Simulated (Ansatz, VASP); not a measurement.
# Cross-check of P (black phosphorene) between VASP and Ansatz

Aim: how closely do two programs agree when they are given the same cell, functional and k mesh? The structure shown is the end of the VASP relaxation below.

Calculated with Ansatz 0.2.0; plane waves, with VASP 6.6.1 beside it; single point at PBE with D3(BJ) and band structure at PBE with D3(BJ), spin-orbit coupling.

## (1) Set-up

The cell holds 4 atoms: 4 P. Its edges and angles: a = 4.391 Å, b = 3.259 Å, c = 22.000 Å, α = 90.0°, β = 90.0°, γ = 90.0°. Vacuum lies along c.

As a file:

```cif
data_structure
_symmetry_space_group_name_H-M 'P 1'
_symmetry_Int_Tables_number 1
_cell_length_a 4.3905
_cell_length_b 3.2586
_cell_length_c 22.0000
_cell_angle_alpha 90.000
_cell_angle_beta 90.000
_cell_angle_gamma 90.000
_cell_volume 314.75
loop_
_atom_site_label
_atom_site_type_symbol
_atom_site_fract_x
_atom_site_fract_y
_atom_site_fract_z
_atom_site_occupancy
P1 P 0.08058 0.00000 0.45170 1
P2 P 0.41942 0.50000 0.45170 1
P3 P 0.58058 0.50000 0.54830 1
P4 P 0.91942 0.00000 0.54830 1
```

## (2) VASP: relaxation, PBE with D3(BJ)

This run makes the geometry at which the two programs are then compared.

Lines of VASP's logs that name or quote its potential files are left out, and so is its time.

Contents of INCAR:

```
SYSTEM = P
PREC = Normal
ENCUT = 350
EDIFF = 1E-06
NELM = 120
ISMEAR = 0
SIGMA = 0.03
LREAL = .FALSE.
ALGO = Fast
GGA = PE
IVDW = 12
NBANDS = 16
LORBIT = 11
LWAVE = .FALSE.
LCHARG = .FALSE.
KPAR = 4
IBRION = 2
NSW = 30
ISIF = 2
EDIFFG = -0.015
POTIM = 0.4
MAXMIX = 40
IDIPOL = 3
LDIPOL = .TRUE.
DIPOL = 0.5 0.5 0.5
```

Contents of POSCAR:

```
P
1.0
    4.3905332440      0.0000000000      0.0000000000
    0.0000000000      3.2585849318      0.0000000000
    0.0000000000      0.0000000000     22.0000000000
P
4
Direct
    0.0826895819      0.0000000000      0.4518833794
    0.4173104181      0.5000000000      0.4518833794
    0.5826895819      0.5000000000      0.5481166206
    0.9173104181      0.0000000000      0.5481166206
```

Contents of KPOINTS:

```
Automatic mesh
0
Gamma
7 9 1
0 0 0
```

Potentials, in the order of the species: P (PBE family, release 64).

Run with:

```bash
> mpirun -np 4 vasp_std
```

Numbers of over 12 decimals in the logs are rounded to 6 here.

Log:

```text
[banner, memory and clock lines left out]
running    4 mpi-ranks, on    1 nodes
 distrk:  each k-point on    1 cores,    4 groups
 distr:  one band on    1 cores,    1 groups

 POSCAR found type information on POSCAR P
 POSCAR found :  1 types and       4 ions
 LDA part: xc-table for (Slater+PW92), standard interpolation
 POSCAR, INCAR and KPOINTS ok, starting setup
 FFT: planning ... GRIDC
 FFT: planning ... GRID_SOFT
 FFT: planning ... GRID
 WAVECAR not read
 entering main loop
       N       E                     dE             d eps       ncg     rms          rms(c)
DAV:   1     0.117996909722E+03    0.11800E+03   -0.53164E+03   640   0.644E+02
DAV:   2    -0.843652930715E+01   -0.12643E+03   -0.12048E+03   936   0.148E+02
DAV:   3    -0.213703358653E+02   -0.12934E+02   -0.12882E+02   880   0.572E+01
DAV:   4    -0.216333658624E+02   -0.26303E+00   -0.26260E+00   992   0.101E+01
DAV:   5    -0.216383960410E+02   -0.50302E-02   -0.50294E-02   968   0.122E+00    0.108E+01
RMM:   6    -0.214713938319E+02    0.16700E+00   -0.95962E-02   640   0.149E+00    0.645E+00
RMM:   7    -0.213941463390E+02    0.77247E-01   -0.23216E-01   640   0.233E+00    0.312E-01
RMM:   8    -0.213919849394E+02    0.21614E-02   -0.20366E-02   646   0.934E-01    0.870E-02
RMM:   9    -0.213921338045E+02   -0.14887E-03   -0.41743E-03   689   0.401E-01    0.122E-01
RMM:  10    -0.213921714957E+02   -0.37691E-04   -0.73149E-04   728   0.161E-01    0.775E-02
RMM:  11    -0.213923442844E+02   -0.17279E-03   -0.72041E-04   648   0.116E-01    0.851E-02
RMM:  12    -0.213924269842E+02   -0.82700E-04   -0.16525E-04   709   0.604E-02    0.622E-02
RMM:  13    -0.213928551909E+02   -0.42821E-03   -0.10882E-04   640   0.452E-02    0.302E-02
RMM:  14    -0.213931586670E+02   -0.30348E-03   -0.99393E-05   639   0.377E-02    0.384E-02
RMM:  15    -0.213932514982E+02   -0.92831E-04   -0.17708E-05   616   0.213E-02    0.137E-02
RMM:  16    -0.213933242420E+02   -0.72744E-04   -0.46214E-06   504   0.107E-02    0.289E-03
RMM:  17    -0.213933878096E+02   -0.63568E-04   -0.32774E-06   493   0.775E-03    0.387E-03
RMM:  18    -0.213933930664E+02   -0.52568E-05   -0.86903E-07   446   0.388E-03    0.212E-03
RMM:  19    -0.213934007653E+02   -0.76989E-05   -0.38052E-07   406   0.256E-03    0.112E-03
RMM:  20    -0.213934013237E+02   -0.55847E-06   -0.83776E-08   305   0.160E-03
   1 F= -.22407728E+02 E0= -.22407728E+02  d E =-.224077E+02
[...]
2 F= -.22411485E+02 E0= -.22411485E+02  d E =-.375719E-02
[...]
3 F= -.22411595E+02 E0= -.22411595E+02  d E =-.386671E-02
 curvature:  -0.60 expect dE=-0.161E-03 dE for cont linesearch -0.185E-06
 trial: gam= 0.04817 g(F)=  0.267E-03 g(S)=  0.000E+00 ort =-0.447E-04 (trialstep = 0.104E+01)
 search vector abs. value=  0.278E-03
 bond charge predicted
       N       E                     dE             d eps       ncg     rms          rms(c)
DAV:   1    -0.213982646946E+02   -0.63067E-03   -0.76327E-03   672   0.456E-01    0.574E-02
RMM:   2    -0.213985370384E+02   -0.27234E-03   -0.10545E-03   644   0.163E-01    0.173E-01
RMM:   3    -0.213983695431E+02    0.16750E-03   -0.14100E-04   655   0.760E-02    0.887E-02
RMM:   4    -0.213982953928E+02    0.74150E-04   -0.34583E-04   641   0.765E-02    0.129E-02
RMM:   5    -0.213983099525E+02   -0.14560E-04   -0.92261E-05   679   0.497E-02    0.117E-02
RMM:   6    -0.213983139907E+02   -0.40382E-05   -0.17508E-05   668   0.235E-02    0.139E-02
RMM:   7    -0.213983103206E+02    0.36701E-05   -0.87511E-06   596   0.137E-02    0.111E-02
RMM:   8    -0.213983102737E+02    0.46904E-07   -0.42322E-06   556   0.919E-03
   4 F= -.22411769E+02 E0= -.22411769E+02  d E =-.174259E-03
 trial-energy change:   -0.000174  1 .order   -0.000180   -0.000276   -0.000084
 step:   1.7052(harm=  1.4998)  dis= 0.00279  next Energy=   -22.411795 (dE=-0.200E-03)
 reached required accuracy - stopping structural energy minimisation
```

From OUTCAR (step 2):

```text
ion  position               nearest neighbor table
   1  0.083  0.000  0.452-   2 2.19   2 2.19   4 2.24
   2  0.417  0.500  0.452-   1 2.19   1 2.19   3 2.24
   3  0.583  0.500  0.548-   4 2.19   4 2.19   2 2.24
   4  0.917  0.000  0.548-   3 2.19   3 2.19   1 2.24

  LATTYP: Found a simple orthorhombic cell.
 ALAT       =     3.2585849318
 B/A-ratio  =     1.3473741934
 C/A-ratio  =     6.7513968365

 Subroutine GETGRP returns: Found  8 space group operations
 (whereof  4 operations were pure point group operations)

The static configuration has the point symmetry C_2h.
 The point group associated with its full space group is D_2h.

 Found     20 irreducible k-points:

   k-points           NKPTS =     20   k-points in BZ     NKDIM =     20   number of bands    NBANDS=     16

   dimension x,y,z NGX =    20 NGY =   16 NGZ =  108
   dimension x,y,z NGXF=    40 NGYF=   32 NGZF=  216

   ENCUT  =  350.0 eV  25.72 Ry    5.07 a.u.   6.70  4.97 33.56*2*pi/ulx,y,z

   NELECT =      20.0000    total number of electrons

 k-points in reciprocal lattice and weights: Automatic mesh
   0.00000000  0.00000000  0.00000000       0.016
   0.14285714  0.00000000  0.00000000       0.032
   0.28571429  0.00000000  0.00000000       0.032
   0.42857143  0.00000000  0.00000000       0.032
   0.00000000  0.11111111  0.00000000       0.032
   0.14285714  0.11111111  0.00000000       0.063
   0.28571429  0.11111111  0.00000000       0.063
   0.42857143  0.11111111  0.00000000       0.063
   0.00000000  0.22222222  0.00000000       0.032
[...]
0.28571429  0.44444444  0.00000000       0.063
   0.42857143  0.44444444  0.00000000       0.063

 Edisp (eV)   -1.01396

 dipolmoment           0.000000      0.000000      0.000000 electrons x Angstroem

 average (electrostatic) potential at core
       1 -91.2197       2 -91.2197       3 -91.2197       4 -91.2197

 E-fermi :  -2.0442

 k-point     1 :       0.0000    0.0000    0.0000
  band No.  band energies     occupation
    ...
      6      -6.7283      2.00000
      7      -5.6283      2.00000
      8      -4.2335      2.00000
      9      -3.9074      2.00000
     10      -2.2210      2.00000
     11      -1.5911      0.00000
     12      -0.5569      0.00000
     13       0.6824      0.00000
     14       1.3968      0.00000
     15       2.0927      0.00000
    ...

 k-point     2 :       0.1429    0.0000    0.0000
  band No.  band energies     occupation
    ...
      6      -6.5148      2.00000
      7      -5.5393      2.00000
      8      -3.9648      2.00000
      9      -3.5972      2.00000
     10      -2.9739      2.00000
     11      -0.9478      0.00000
     12      -0.4658      0.00000
     13       0.4767      0.00000
     14       1.2288      0.00000
     15       2.2969      0.00000
    ...

 k-point     3 :       0.2857    0.0000    0.0000
  band No.  band energies     occupation
    ...
      6      -5.2855      2.00000
      7      -5.2798      2.00000
      8      -4.1588      2.00000
      9      -3.9957      2.00000
     10      -2.5916      2.00000
     11      -0.3461      0.00000
     12      -0.0149      0.00000
     13       0.0684      0.00000
     14       1.0129      0.00000
     15       2.4538      0.00000
    ...

 Edisp (eV)   -1.01346

  Total       0.47427     1.26302     0.01435     0.00000     0.00000    -0.00000
  in kB       2.41416     6.42912     0.07305     0.00000     0.00000    -0.00000
  external pressure =        2.97 kB  Pullay stress =        0.00 kB

  energy-cutoff  :      350.00
  volume of cell :      314.75
      direct lattice vectors                 reciprocal lattice vectors
     4.390533244  0.000000000  0.000000000     0.227762767  0.000000000  0.000000000
     0.000000000  3.258584932  0.000000000     0.000000000  0.306881674  0.000000000
     0.000000000  0.000000000 22.000000000     0.000000000  0.000000000  0.045454545

 POSITION                                       TOTAL-FORCE (eV/Angst)
 -----------------------------------------------------------------------------------
      0.35381      0.00000      9.93747         0.003207      0.000000     -0.012235
      1.84146      1.62929      9.93747        -0.003207      0.000000     -0.012235
      2.54908      1.62929     12.06253         0.003207      0.000000      0.012235
      4.03672      0.00000     12.06253        -0.003207      0.000000      0.012235
 -----------------------------------------------------------------------------------
    total drift:                               -0.000000     -0.000000      0.000000

  FREE ENERGIE OF THE ION-ELECTRON SYSTEM (eV)
  ---------------------------------------------------
  free  energy   TOTEN  =       -22.4117692527 eV

  energy  without entropy=      -22.4117692527  energy(sigma->0) =      -22.41176925

 reached required accuracy - stopping structural energy minimisation

 vacuum level on the upper side and lower side of the slab         2.637         2.637

 total charge
# of ion       s       p       d       tot
------------------------------------------
    1        1.080   1.394   0.000   2.474
    2        1.080   1.394   0.000   2.474
    3        1.080   1.394   0.000   2.474
    4        1.080   1.394   0.000   2.474
--------------------------------------------------
tot          4.322   5.576   0.000   9.897

[... 3 further parts left out ...]
```

CONTCAR:

```
P
   1.00000000000000
     4.3905332440000002    0.0000000000000000    0.0000000000000000
     0.0000000000000000    3.2585849318000002    0.0000000000000000
     0.0000000000000000    0.0000000000000000   22.0000000000000000
  P
     4
Direct
     0.0805848271247193    0.0000000000000000    0.4517032559292471
     0.4194151728752807    0.5000000000000000    0.4517032559292471
     0.5805848271247193    0.5000000000000000    0.5482967440707529
     0.9194151728752807    0.0000000000000000    0.5482967440707529
```

The gap is read on the k-mesh alone, so it is an upper bound where the band edges lie off the mesh. The run keeps the 8 symmetry operations of its start, so it cannot find a distortion of lower symmetry.

## (3) Ansatz: single point, PBE with D3(BJ)

Ansatz runs on its default PAW (the set named soft_2) files.

The same cell, functional, mesh and smearing now go to Ansatz, which takes its cutoff from its data sets.

Contents of input.yaml:

```yaml
crystal:
  lattice:
    - [4.39053324, 0.0, 0.0]
    - [0.0, 3.25858493, 0.0]
    - [0.0, 0.0, 22.0]
  atoms:
    - { symbol: P, position: [0.08058483, 0.0, 0.45170326] }
    - { symbol: P, position: [0.41941517, 0.5, 0.45170326] }
    - { symbol: P, position: [0.58058483, 0.5, 0.54829674] }
    - { symbol: P, position: [0.91941517, 0.0, 0.54829674] }
hamiltonian:
  xc: pbe
  pseudopotentials: { kind: paw }
  dispersion: d3bj
kpoints:
  mp_grid: { grid: [7, 9, 1] }
scf:
  occupations: { method: gaussian, width: 0.03 }
  n_extra_bands: 5
efield:
  axis: 3
  dipole_correction: true
  ramp_width: 0.04
output:
  forces: true
  eigenvalues: true
```

Run with:

```bash
> ansatz run input.yaml --threads 2 --pin off --max-ram 4608MiB --backend cpu --events-out ev --progress --plain --runs-dir out
```

Log:

```text
scf.n_extra_bands = 5 over 10 filled bands (N_el = 20.0): the run solves 15 bands
Engine: ansatz 0.2.0, aarch64-unknown-linux-gnu
Pseudopotentials: kind: paw
Pseudopotential: P, paw, valence charge 5, recommended cutoff 420 eV (normal), P.paw.azcp
Functional definition: PBE
  parameter kappa = 0.804
  parameter beta = 0.066725
  exchange = pbe_x(kappa = kappa, mu = beta*pi^2/3)
  correlation = pbe_c(beta = beta)
Crystal: 4 atoms, lattice volume = 314.752 Å³
Basis set: ecut = 420 eV, 6141 PW (Γ), exchange–correlation on 60×48×300 points (8 copies of the dense FFT grid, shifted against one another)
Bands: 15, of which v1, the nominal top of the filled ones, is band 10 counted from 1 (9 counted from 0)
Symmetry: 4 space group operations
k-points: 20 of 63
Non-local potential: P, projectors of the file, l = 0: 2, l = 1: 2, l = 2: 2
PAW form: soft (Blöchl's): semilocal exchange-correlation on the pseudo side does not see the compensation charge
PAW one-centre angular grid: P, 110 points (default); XC on 64 Gauss nodes
Initial density: superposition of atomic densities (neutral atoms: chi_scale 0, normalization atom), corrected by the library's trained network
Initial wavefunctions: pseudopotential atomic-orbital guess
Functional: x = pbe(κ = 0.804, μ = 0.219515), c = pbe(β = 0.066725)
SCF iter   1: F=—  HF=-3023.611166 eV  |F-HF|=—  |Δ(HF+E_count)|=         —  Δρ=1.37e-3  dr2=6.52e-3  ethr=1.77e-3  p=-0.000 e·Å  D=-3.93e-15 V/Å  ΔV_dip=0.00 eV  dr2_dipole=1.38e-10  V_vac-E_F(+/−)=4.44/4.44 eV  ⟨swp⟩=10.4  Hψ=2733  notcnv=0
efield: sawtooth ramp at fractional position 0.9800 (placed from the atoms, in the widest stretch of the axis that holds none; the zero of the levels goes with the place), width 0.0400; the density the first Hamiltonian is built on has a dipole p = -0.000 e·Å; the dipole correction subtracts the counter field D = -3.93e-15 V/Å, which shifts the + side's vacuum level by +0.00 eV against the − side's; the planar-averaged density in the ramp window peaks in size at 1.1e-6 e/Å³
preconditioner: auto → Resta (q_TF=auto, 1.723 Å⁻¹)  ε∞=2.0  [insulator: Δε(μ)=0.615 eV  Ē_g=9.299 eV  σ=0.030 eV  W_gap=1.00  n_scr=26 (ndim 8)  ℏωp=9.4 eV  f_vac=0.703  D(μ)=0.00/eV (n_scr^D=0)  ε∞_Penn≈2.0  vacuum switching on, ρ_ref=6.3e-3 e/Å³]
SCF iter   2: F=—  HF=-3023.611039 eV  |F-HF|=—  |Δ(HF+E_count)|=   1.28e-4  Δρ=6.22e-4  dr2=7.89e-4  ethr=3.26e-5  p=0.000 e·Å  D=3.22e-6 V/Å  ΔV_dip=-0.00 eV  dr2_dipole=1.93e-9  V_vac-E_F(+/−)=4.51/4.51 eV  ⟨swp⟩=2.7  Hψ=738  notcnv=0  defer=20
SCF iter   3: F=—  HF=-3023.611171 eV  |F-HF|=—  |Δ(HF+E_count)|=   1.32e-4  Δρ=2.15e-4  dr2=1.19e-4  ethr=3.94e-6  p=-0.000 e·Å  D=-1.40e-5 V/Å  ΔV_dip=0.00 eV  dr2_dipole=1.52e-8  V_vac-E_F(+/−)=4.54/4.54 eV  ⟨swp⟩=2.8  Hψ=459  notcnv=0  defer=20
SCF iter   4: F=—  HF=-3023.611226 eV  |F-HF|=—  |Δ(HF+E_count)|=   5.57e-5  Δρ=4.36e-5  dr2=5.38e-6  ethr=5.97e-7  p=0.000 e·Å  D=3.64e-5 V/Å  ΔV_dip=-0.00 eV  dr2_dipole=1.01e-7  V_vac-E_F(+/−)=4.56/4.56 eV  ⟨swp⟩=2.4  Hψ=475  notcnv=0  defer=20
SCF iter   5: F=—  HF=-3023.611242 eV  |F-HF|=—  |Δ(HF+E_count)|=   1.62e-5  Δρ=1.47e-5  dr2=2.55e-6  ethr=2.69e-8  p=-0.000 e·Å  D=-7.90e-5 V/Å  ΔV_dip=0.00 eV  dr2_dipole=4.87e-7  V_vac-E_F(+/−)=4.56/4.56 eV  ⟨swp⟩=2.3  Hψ=502  notcnv=0  defer=20
SCF iter   6: F=—  HF=-3023.611243 eV  |F-HF|=—  |Δ(HF+E_count)|=   1.53e-7  Δρ=1.01e-5  dr2=1.86e-6  ethr=1.28e-8  p=0.000 e·Å  D=7.13e-5 V/Å  ΔV_dip=-0.00 eV  dr2_dipole=3.84e-7  V_vac-E_F(+/−)=4.56/4.56 eV  ⟨swp⟩=2.0  Hψ=349  notcnv=0  defer=20
SCF iter   7: F=—  HF=-3023.611243 eV  |F-HF|=—  |Δ(HF+E_count)|=   7.57e-8  Δρ=3.45e-6  dr2=2.31e-7  ethr=9.30e-9  p=0.000 e·Å  D=2.45e-5 V/Å  ΔV_dip=-0.00 eV  dr2_dipole=4.80e-8  V_vac-E_F(+/−)=4.56/4.56 eV  ⟨swp⟩=1.9  Hψ=307  notcnv=0  defer=20
SCF iter   8: F=-3023.611243 eV  HF=-3023.611243 eV  |F-HF|=3.68e-9  |Δ(HF+E_count)|=  4.45e-10  Δρ=5.92e-7  dr2=5.25e-9  ethr=5.00e-10  p=0.000 e·Å  D=3.29e-6 V/Å  ΔV_dip=-0.00 eV  dr2_dipole=9.70e-10  V_vac-E_F(+/−)=4.56/4.56 eV  ⟨swp⟩=11.8  Hψ=1632  notcnv=0
SCF 1 converged in 8 iterations: F = -3023.611243 eV  dr2 = 5.25e-9
  greatest PAW one-centre occupation: 0.810 electrons in one spin orbital (limit 2), on the P atom at site 3 (counted from 0), in its partial waves of l = 0
SCF converged after 8 iterations
Free energy (F): -3023.611243 eV
Harris-Foulkes:  -3023.611243 eV  (|F-HF|=3.68e-9)
Internal energy: -3023.611243 eV  (E = F + TS)
E sigma→0 (E₀):  -3023.611243 eV
Fermi energy:    -1.658341 eV
Dipole field:    D = -0.000030 V/Å  (p = -0.000052 e·Å, saw-weighted, corrected)
Work function:   Φ+ = 4.5597 eV   Φ− = 4.5590 eV
Levels:          The Fermi level and band energies are counted from a zero that moves with the ramp; work functions are not
--- Per-component energies (eV) ---
  E_band       = -164.718766
  E_kinetic    = 281.562080
  E_local      = -6332.379475  (includes V_loc(G=0)·N_el)
  E_nonlocal   = 135.961916
  E_hartree    = 3011.318702
  E_xc         = -245.475168
  E_vxc        = -242.316663  (∫ρ·V_xc dr)
  E_paw        = -2277.411347  (= ΣΔE_a)
  E_vpaw       = -30.183766  (= ΣTr[D̂ρ^β])
  E_aug_tail   = 0.000013  (compensation charges beyond the density's cutoff)
  E_efield     = 0.000000  (sawtooth field / dipole correction)
  E_vefield    = 0.000000  (∫n·V_field dr)
  E_ewald      = 2403.825563
  E_disp       = -1.013525  (pairwise vdW)
  E_smearing   = -0.000000  (= −TS)
  E_closure    = 0.000000  (closes the sum)
  Σ components = -3023.611243   (vs F -3023.611243, Δ=0.00e0)
--- Forces (eV/Å), atoms counted from 1 ---
  atom   1  P     -0.03225027    -0.00000000    -0.04587741
  atom   2  P      0.03225027     0.00000000    -0.04587741
  atom   3  P     -0.03223437    -0.00000000     0.04588383
  atom   4  P      0.03223437     0.00000000     0.04588383
  max |Σ_I F_I| component: 1.28e-5 eV/Å
--- Band table (eV; the first three rows and the last of 20) ---
  k-point 0: bands = [... 6 lower, -5.3958, -3.9837, -3.6751, -1.9693, -1.3474, -0.3325, 0.8996, 1.6333, ... 1 higher]
  k-point 1: bands = [... 6 lower, -6.1674, -4.4316, -3.9010, -1.9943, -1.2004, 0.8126, 0.8586, 1.9687, ... 1 higher]
  k-point 2: bands = [... 6 lower, -6.2812, -4.9707, -3.7471, -2.2943, -0.7658, -0.4794, 1.7170, 2.0604, ... 1 higher]
  k-point 19: bands = [... 6 lower, -6.6344, -6.1960, -3.5163, -3.2779, 0.3714, 0.6928, 1.6004, 2.3040, ... 1 higher]
```

Wall time 9.9 s (2 threads of Arm Neoverse N1, shared host); peak memory 0.42 GiB; 19 s of CPU time.

## (4) Side by side

Known differences besides the potentials themselves: the cutoff is 420 eV in Ansatz and 350 eV in VASP (PREC = Normal); VASP leaves aspherical gradient terms in its spheres out (LASPH is not set), Ansatz keeps them. Total energies have different zeros and are not compared.

Compared:

```tsv
quantity	Ansatz	VASP	difference
gap on the k mesh (eV)	0.622	0.630	-0.008
```

At this near-relaxed geometry the largest component of a force difference is 35 meV/Å. A gap on the mesh is an upper bound, since the band edges may lie between its points.

## (5) Other set-ups

Further runs change the set-up of one program: Ansatz's method, potentials or start, or VASP's data sets, cutoff or form of LDA. The table gives Ansatz less VASP for each quantity, since a change that brings one quantity closer may part another.

```tsv
run	r.m.s. force difference (meV/Å)	gap on the k mesh (eV)
as above	28	-0.0080
Ansatz's larger PAW set (cutoff 510 eV)	26	-0.0023
norm-conserving potentials (cutoff 599 eV)	34	-0.0085
```

[end of part 1 of 2]

[Lines on the potential files, build, host, timing and source positions are cut from VASP's logs without a mark.]

[Logs are printed without paths, hosts, clocks, repeated set-up lines and the standing remarks that a program may print on its own settings, such as how far it seeks lower states.]

[Hosts, paths, dates, database ids (printed as entryN), source tags and the programs' standing remarks are cut or masked in the printed files.]
